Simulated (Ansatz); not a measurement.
## CaF2 (fluorite): frozen-phonon scan

CaF2 (fluorite)

```
CaF2
1.0
    0.00000     5.51096     5.51096
    2.75548     0.00000     2.75548
    2.75548     2.75548     0.00000
Ca F
2 4
Direct
  0.00000   0.00000   0.00000
  0.50000   0.00000   0.00000
  0.12500   0.25000   0.25000
  0.62500   0.25000   0.25000
  0.37500   0.75000   0.75000
  0.87500   0.75000   0.75000
```

The atoms are displaced by Q × the pattern below (from a DFPT mode at L = (0.5, 0.0, 0.0), largest move 1; Q in Å), at fixed cell. It is one choice among 2 degenerate patterns. (q is in reciprocal vectors of the primitive cell; the cell shown is doubled to hold the pattern.)

```
atom       x       y       z
----  ------  ------  ------
Ca1   -0.131   0.239  -0.371
Ca2    0.131  -0.239   0.371
F3     0.285  -0.520   0.805
F4    -0.285   0.520  -0.805
F5    -0.285   0.520  -0.805
F6     0.285  -0.520   0.805
```

Level of theory: PBE (plane waves to 420 eV, PAW, scalar-relativistic; Ansatz, a quantum-chemistry and plane-wave program). k mesh 5×10×10 (Γ-centred), Fermi-Dirac smearing 0.05 eV. E stands for the smeared free energy. Compression counts positive. CaF2 was relaxed with its symmetry unable to fall. The zero of ΔE is the undisplaced structure.

```
Q (Å)   ΔE (eV/cell)  −dE/dQ from forces (eV/Å)  P (GPa)
------  ------------  -------------------------  -------
-0.100        0.1148                      2.354     0.94
-0.083        0.0791                      1.932     0.65
-0.067        0.0503                      1.526     0.42
-0.050        0.0281                      1.133     0.23
-0.033        0.0125                      0.750     0.10
-0.017        0.0031                      0.373     0.03
0.000         0.0000                      0.000     0.00
0.017         0.0031                     -0.373     0.03
0.033         0.0125                     -0.750     0.10
0.050         0.0281                     -1.133     0.23
0.067         0.0503                     -1.526     0.42
0.083         0.0791                     -1.932     0.65
0.100         0.1148                     -2.354     0.94
```

What the scan shows:

```
Item                                                                                                                 Result
-----------------------------------------------------------  --------------------------------------------------------------
Energy at Q = 0.100 Å                                                                                        114.8 meV/cell
Space group of the distorted cell                                                           P-1 (No. 2), lowered from Fm-3m
Symmetry of the curve                                                                         even: the same for both signs
Shape of the curve                                           a single well with its minimum at or next to zero displacement
Harmonic wavenumber from the curvature (finite differences)                                                        256 cm⁻¹
Wavenumber by perturbation theory (DFPT, on another k mesh)                                                        256 cm⁻¹
```

(For displaced atoms, the force is minus the slope of the energy, and its curvature is a force constant, which sets phonon frequencies.)
